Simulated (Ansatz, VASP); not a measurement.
# MgO: VASP beside Ansatz

```
Mg O
1.0
     3.41316    0.00000    0.00000
    -1.70658    2.95589    0.00000
     0.00000    0.00000    4.39061
Mg O
2 2
Direct
  0.67876 0.35752 0.75000
  0.32124 0.64248 0.25000
  0.65776 0.31553 0.25000
  0.34224 0.68447 0.75000
```

Change from the starting cell: mode 5 frozen in at +0.073 Å, strain +e along z and -e/2 along x and y +0.0467.

Alike in both runs: task single point; functional PBEsol; k mesh 9 × 9 × 6; occupations gaussian, width 0.05 eV; no spin polarisation.

```csv
,VASP,Ansatz
version,VASP 6.6.1,Ansatz 0.2.0
potentials or method,"VASP PAW PBE potentials, release 64 (Mg, O)","scalar-relativistic, plane waves, PAW"
plane-wave cutoff (eV),520,520
valence electrons in the cell,16,32
```

```csv
,VASP,Ansatz,Ansatz less VASP
gap on the k mesh at the Fermi level (eV),3.17,3.18,+0.009
least direct gap on the mesh (eV),3.17,3.18,+0.009
pressure (GPa),0.7,1.1,+0.36
largest component of the traceless stress (GPa),6.96,6.83,-0.130
rms of the force components (eV/Å),0.218,0.215,-0.0024
```

Atom by atom the forces differ by 0.003 eV/Å (rms over components). The two sets of potentials don't hold the same shells in valence. Ansatz warned: «pseudo_functional_mismatch».

Caveats: the PAW data sets were made with another functional, which shifts forces and pressure a little (VASP).
